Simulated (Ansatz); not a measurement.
KBr: one atom moved over a plane

Computed with DFT LDA, scalar-relativistic, plane waves, PAW (Ansatz). Settings: plane waves to 420 eV, k-mesh 6×6×6 (Γ-centred), Gaussian smearing 0.05 eV. No spin polarisation. Energies are free energies at this smearing, counted from the undisturbed cell; pressure is positive in compression.

Reference structure (as given, not relaxed at this level; it stands at -2.6 GPa; this CsCl-type form isn't the usual structure):

```xyz
2
Lattice="4.0435 0.0000 0.0000 0.0000 4.0435 0.0000 0.0000 0.0000 4.0435" Properties=species:S:1:pos:R:3 pbc="T T T"
K     0.0000    0.0000    0.0000
Br    2.0217    2.0217    2.0217
```

Atom 1 (K) is moved by p along (0.707, 0.707, 0.000) and q along (0.000, 0.000, 1.000) (Å), all else fixed. Points are written (p, q).

Energy above the undisturbed cell in eV/cell (a dash: not computed):

```
 p \ q  -0.300  -0.150  0.000  0.150  0.300
-0.300    0.04    0.02   0.02   0.02   0.04
-0.150    0.02       ?   0.00      ?   0.02
 0.000    0.01       ?   0.00      ?   0.01
 0.150    0.02       ?   0.00      ?   0.02
 0.300    0.04    0.02   0.02   0.02   0.04
```

Task: Fill in the withheld energies.

Result: (-0.150, -0.150): 0.01; (-0.150, 0.150): 0.01; (0.000, -0.150): 0.00; (0.000, 0.150): 0.00; (0.150, -0.150): 0.01; (0.150, 0.150): 0.01.